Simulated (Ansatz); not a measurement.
Co (P-3m1) under compression and expansion

The reference geometry is a structure from the Materials Project; nothing is relaxed.

Settings: PBE, 15×15×8 k mesh, Fermi–Dirac smearing of 0.08 eV. PAW means Ansatz 0.2.0 on its default frozen-core files; LAPW is all-electron LAPW in Ansatz 0.2.0. Site moments are integrated in spheres about the atoms, whose radii differ between the methods.

The first input and its command:

```yaml
crystal:
  lattice:
    - [2.4873648738, 0.0, 0.0]
    - [-1.2436824369, 2.1541211692, 0.0]
    - [0.0, 0.0, 4.0632895034]
  atoms:
    - { symbol: Co, position: [0.6666666667, 0.3333333333, 0.259861], spin: 2.0 }
    - { symbol: Co, position: [0.3333333333, 0.6666666667, 0.740139], spin: 2.0 }
magnetization:
  spin_polarized: true
kpoints:
  mp_grid: { grid: [15, 15, 8] }
scf:
  occupations: { method: fermi_dirac, width: 0.08 }
  lower_state_search: "off"
hamiltonian:
  xc: pbe
  pseudopotentials: { kind: paw }
output:
  forces: true
  stress: true
  eigenvalues: true
  populations: true
```

Command: `ansatz run input.yaml --threads 1 --pin off --max-ram 3072MiB --backend cpu --events-out ev --progress --plain --runs-dir out`

The input for «volume scaled by 1.12» by LAPW differs from it in these lines, output keys apart:

```diff
-    - [2.4873648738, 0.0, 0.0]
-    - [-1.2436824369, 2.1541211692, 0.0]
-    - [0.0, 0.0, 4.0632895034]
+    - [2.5831254873, 0.0, 0.0]
+    - [-1.2915627436, 2.2370522931, 0.0]
+    - [0.0, 0.0, 4.2197213561]
-  pseudopotentials: { kind: paw }
+  pseudopotentials: { kind: all_electron, lapw: { basis_error: 0.001 } }
```

The cell shown is scaled evenly to other volumes, and every spin-polarised run starts from the same moments.

```tsv
V/V₀	Å³/atom	M PAW (μB/cell)	M LAPW (μB/cell)	largest site moment, PAW (μB)	P PAW (GPa)	P LAPW (GPa)	F − F(unpolarised), PAW (meV/atom)
0.7	7.62	0.81	0.89	0.42	161.8	161.9	-1
0.76	8.27	2.08	–	1.07	105.7	–	-22
0.82	8.93	?	–	1.46	?	–	?
0.88	9.58	3.04	3.04	1.58	37.6	37.5	-122
0.94	10.23	3.18	3.18	1.66	16.2	16.1	-174
1	10.89	3.27	3.27	1.71	0.7	0.6	–
1.06	11.54	3.32	–	1.74	-10.4	–	-265
1.12	12.19	3.36	3.36	1.77	-18.3	-18.3	-304
1.2	13.06	3.45	3.46	1.83	-24.9	-25.0	-350
```

Problem. What belongs in the row "0.82", column "P PAW (GPa)"?

Solution. 67.4.

Problem. Give the missing entry: row "0.82", column "F − F(unpolarised), PAW (meV/atom)".

Solution. -68.

Problem. Fill in "M PAW (μB/cell)" for the row "0.82".

Solution. 2.82.

The moments survive down to the smallest volume, V/V₀ = 0.7 at 162 GPa, where the largest is 0.42 μB. Between V/V₀ = 0.76 and 0.7 the largest moment drops from 1.07 to 0.42 μB.

Problem. How fast does the largest site moment change with volume about V₀?

Solution. d ln m/d ln V ≈ ln(1.742/1.657)/ln(1.06/0.94) = 0.42. Wider spacing narrows the bands and raises the moment.

Problem. Fit a third-order Birch–Murnaghan equation to the PAW pressures of the magnetic runs between 0.85 and 1.11 V₀. What are the zero-pressure volume and bulk modulus?

Solution. V = 10.92 Å³/atom (1.003 V₀), B = 215 GPa, B′ = 4.4, with a worst miss of 0.01 GPa. Cell shape and inner coordinates are held, so these aren't the relaxed crystal's values unless symmetry fixes them.

 The Ansatz runs typed with the search for lower states off end where their start leads. The magnetic state is the one that this cell and start allow. It needn't be the compound's measured order, which may need a larger cell or be absent.
